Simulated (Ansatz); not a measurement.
The system is SiO2.

```
Si O
1.0
    -2.83790    2.83790    5.66021
     2.83790   -2.83790    5.66021
     2.83790    2.83790   -5.66021
Si O
4 8
Cartesian
  0.7868 4.2568 1.4151
  4.2568 0.7868 -1.4151
  -1.4189 2.0511 4.2452
  2.0511 -1.4189 7.0753
  0.0000 2.8379 1.5138
  4.0745 1.2366 2.8301
  1.6013 -1.2366 2.8301
  0.0000 0.0000 1.3163
  0.0000 0.0000 10.0042
  0.0000 2.8379 4.1464
  1.2366 -1.2366 5.6602
  -1.2366 1.2366 5.6602
```

The cell comes from a database or a generator and needn't be the stable form of this composition.

Base run:

* Program: Ansatz 0.2.0
* Functional: r2SCAN
* Potentials or basis: Ansatz PAW
* Cutoff: 500 eV (not typed: the program's choice for these potentials)
* k mesh: 7 × 7 × 7
* Occupations: fermi-dirac, width 0.05 eV
* Spin: no spin polarisation

Its results: band gap on the k mesh 5.46 eV, direct; pressure -4.4 GPa; largest force 0.447 eV/Å.

Question: After a change of settings the same cell gave: band gap on the k mesh 4.66 eV, direct; pressure -5.9 GPa; largest force 0.538 eV/Å. Which change was it?
A. functional from r2SCAN to LDA; cutoff from 500 eV (not typed: the program's choice for these potentials) to 420 eV (not typed: the program's choice for these potentials)
B. functional from r2SCAN to PBE; cutoff from 500 eV (not typed: the program's choice for these potentials) to 250 eV
C. functional from r2SCAN to PBE; cutoff from 500 eV (not typed: the program's choice for these potentials) to 420 eV (not typed: the program's choice for these potentials); k mesh from 7 × 7 × 7 to 3 × 3 × 3

Answer: A.

r2SCAN gives the wider gap, since meta-GGAs in the generalised Kohn-Sham scheme recover part of the derivative discontinuity.

Caveats: the PAW data sets come from PBE, with cores solved anew for the run's functional, which leaves a small shift of forces and pressure.
